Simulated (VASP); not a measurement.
Here is a VASP 6.6.1 calculation.

The input INCAR:

```
  PREC = Accurate
  ENCUT = 520
  EDIFF = 1E-6
  ISMEAR = 0
  SIGMA = 0.013000000000000001
  LREAL = False
  LASPH = True
  NELM = 100
  ALGO = Fast
  ISIF = 2
  LWAVE = False
  LCHARG = False
  ISPIN = 2
  MAGMOM = 1 0
  LORBIT = 11
  LMAXMIX = 4
  GGA = PE
```

Contents of KPOINTS:

```
Automatic mesh
0
Gamma
  11 11 11
```

Contents of POSCAR:

```
NiO
1.0
    0.0000000000      2.0859016414      2.0859016414
    2.0859016414      0.0000000000      2.0859016414
    2.0859016414      2.0859016414      0.0000000000
Ni O
1 1
Direct
    0.0000000000      0.0000000000      0.0000000000
    0.5000000000      0.5000000000      0.5000000000
```

Potentials or basis: VASP PAW PBE potentials, release 64 (Ni, O).

Launch:

```bash
$ cat potpaw_PBE.64/Ni/POTCAR potpaw_PBE.64/O/POTCAR > POTCAR
$ mpirun -np 1 vasp_std > vasp.out
```

(1) Estimate the net moment.

(2) Estimate the band gap on the k mesh.

Results:

(1) 1.78 μB per cell.

(2) none (metal or under the smearing width).

Caveat: a cell with one magnetic atom can't hold antiferromagnetic order, which such compounds often take; semilocal functionals often make such compounds metallic where correlation or magnetic order opens a gap, which also shifts bond lengths.

The gap isn't set beside the measured one, since this odd mesh misses points on the zone boundary.
